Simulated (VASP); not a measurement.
**MoS2: relaxation of cell and atoms with PBE**

Crystal: MoS2.

```
CELL_PARAMETERS angstrom
3.13815 0.00000 0.00000
-1.56907 2.71771 0.00000
0.00000 0.00000 11.90851
ATOMIC_POSITIONS crystal
Mo 0.33333 0.66667 0.25000
Mo 0.66667 0.33333 0.75000
S 0.33333 0.66667 0.61855
S 0.66667 0.33333 0.11855
S 0.33333 0.66667 0.88145
S 0.66667 0.33333 0.38145
```

* Program: VASP 6.6.1
* Task: relaxation of cell and atoms
* Functional: PBE
* Potentials or basis: VASP PAW PBE potentials, release 64 (Mo_sv, S)
* Cutoff: 600 eV
* k mesh: 12 × 12 × 3
* Occupations: gaussian, width 0.03 eV
* Spin: no spin polarisation
* Target pressure: 5.6 GPa
* Further INCAR settings: ALGO = Normal; EDIFF = 1e-07; IBRION = 2; EDIFFG = -0.005; NSW = 90; ISIF = 3
* Target pressure: 5.6 GPa

| Property | Result |
| --- | --- |
| Energy change on relaxing (the enthalpy is what falls) | +0.0 meV/atom |
| Ionic steps | 3 |
| Pressure after relaxing | 5.6 GPa |
| Band gap on the k mesh | 0.71 eV, indirect (least direct gap 1.73 eV) |

The path:
| step | energy change (eV) | largest force (eV/Å) | pressure (GPa) | volume (Å³) |
| --- | --- | --- | --- | --- |
| 1 | 0.0000 | 0.0070 | 5.59 | 101.56 |
| 2 | 0.0003 | 0.0052 | 5.57 | 101.55 |
| 3 | 0.0002 | 0.0016 | 5.58 | 101.56 |

Final structure:
```xyz
6
Lattice="3.1377 0.0000 0.0000 -1.5688 2.7173 0.0000 0.0000 0.0000 11.9115" Properties=species:S:1:pos:R:3 pbc="T T T"
Mo    0.0000    1.8115    2.9779
Mo    1.5688    0.9058    8.9336
S     0.0000    1.8115    7.3676
S     1.5688    0.9058    1.4119
S     0.0000    1.8115   10.4996
S     1.5688    0.9058    4.5439
```

Levels at points of the mesh, in eV from the valence-band top:
| k point | band 23 | band 24 | band 25 | band 26 | band 27 | band 28 | band 29 | band 30 |
| --- | --- | --- | --- | --- | --- | --- | --- | --- |
| (0.00, 0.00, 0.00) | -2.19 | -1.38 | -1.04 | 0.00 | 2.06 | 2.06 | 2.10 | 2.10 |
| (0.50, 0.00, 0.00) | -1.85 | -1.57 | -1.54 | -1.39 | 1.60 | 1.67 | 1.96 | 2.32 |

Wall time 90 s on 2 MPI ranks on Intel(R) Xeon(R) 6975P-C (Granite Rapids), with other jobs on the host, peak memory 0.32 GiB a rank.

Caveat: the cell is relaxed towards a set pressure, so the enthalpy falls and the energy may rise; an odd mesh through Γ misses points on the zone boundary, where band edges often lie.
